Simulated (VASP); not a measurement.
The system is TiTe.

```xyz
2
Lattice="0.0000 3.3106 3.3106 3.3106 0.0000 3.3106 3.3106 3.3106 0.0000" Properties=species:S:1:pos:R:3 pbc="T T T"
Ti    0.0000    0.0000    0.0000
Te    1.6553    1.6553    1.6553
```

The cell comes from a database or a generator and needn't be the stable form of this composition.

| Quantity | Value |
| --- | --- |
| Program | VASP 6.6.1 |
| Task | relaxation of cell and atoms |
| Functional | r2SCAN |
| Potentials or basis | VASP PAW PBE potentials, release 64 (Ti_sv, Te) |
| Cutoff | 600 eV |
| k mesh | 7 × 7 × 7 |
| Occupations | gaussian, width 0.05 eV |
| Spin | no spin polarisation |

At the start: pressure -7.1 GPa; volume 36.28 Å³/atom.

**Question.** Where does the relaxation end?

**Answer.** Over 3 steps the energy falls by 160.6 meV/atom and the volume is 30.17 Å³/atom (-16.9 %); space group F-43m (No. 216, to 0.05 Å).

The path:
| step | energy change (eV) | largest force (eV/Å) | pressure (GPa) | volume (Å³) |
| --- | --- | --- | --- | --- |
| 1 | 0.0000 | 0.0000 | -7.14 | 72.57 |
| 2 | -0.2812 | 0.0000 | 3.89 | 56.87 |
| 3 | -0.3212 | 0.0000 | 0.01 | 60.34 |

Final structure:
```xyz
2
Lattice="0.0000 3.1130 3.1130 3.1130 0.0000 3.1130 3.1130 3.1130 0.0000" Properties=species:S:1:pos:R:3 pbc="T T T"
Ti    0.0000    0.0000    0.0000
Te    1.5565    1.5565    1.5565
```

Caveat: the volume moved by over 15 % at a fixed basis, so the end points are rough; the PAW data sets were made with another functional, which shifts forces and pressure a little.
